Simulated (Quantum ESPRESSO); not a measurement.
Al:

```xyz
2
Lattice="2.8125 0.0000 0.0000 -1.4062 2.4357 0.0000 0.0000 0.0000 4.8669" Properties=species:S:1:pos:R:3 pbc="T T T"
Al    0.0000    1.6238    1.2167
Al    1.4062    0.8119    3.6501
```

This isn't the form of Al at room conditions, which is fcc.

```yaml
Program: Quantum ESPRESSO 7.5
Task: single point
Functional: PBEsol
Potentials_or_basis: GBRV 1.5 PBEsol
Cutoff: 612 eV
Density_cutoff: 4898 eV
k_mesh: 11 × 11 × 6
Occupations: fermi-dirac, width 0.05 eV
Spin: no spin polarisation
```

On this cell: pressure -1.4 GPa; largest force under 0.003 eV/Å; band gap on the k mesh none (metal or under the smearing width).

The same run follows on a disturbed copy (atoms moved at random, drawn with an rms of 0.05 Å):

```
Al
1.0
     2.81246    0.00000    0.00000
    -1.40623    2.43566    0.00000
     0.00000    0.00000    4.86685
Al
2
Direct
  0.31442 0.64697 0.24540
  0.66979 0.33912 0.75318
```

Q: What changes?

A: The energy (extrapolated to zero smearing) moves by +2.1 meV/atom; pressure -1.3 GPa; largest force 0.132 eV/Å; band gap on the k mesh none (metal or under the smearing width).

Forces in eV/Å, atoms in the order of the input:
```
Al   0.023  0.045  0.121
Al  -0.023 -0.045 -0.121
```

Stress tensor (GPa, compression positive):
```
 0.22  0.01  0.03
 0.01  0.14  0.06
 0.03  0.06 -4.26
```
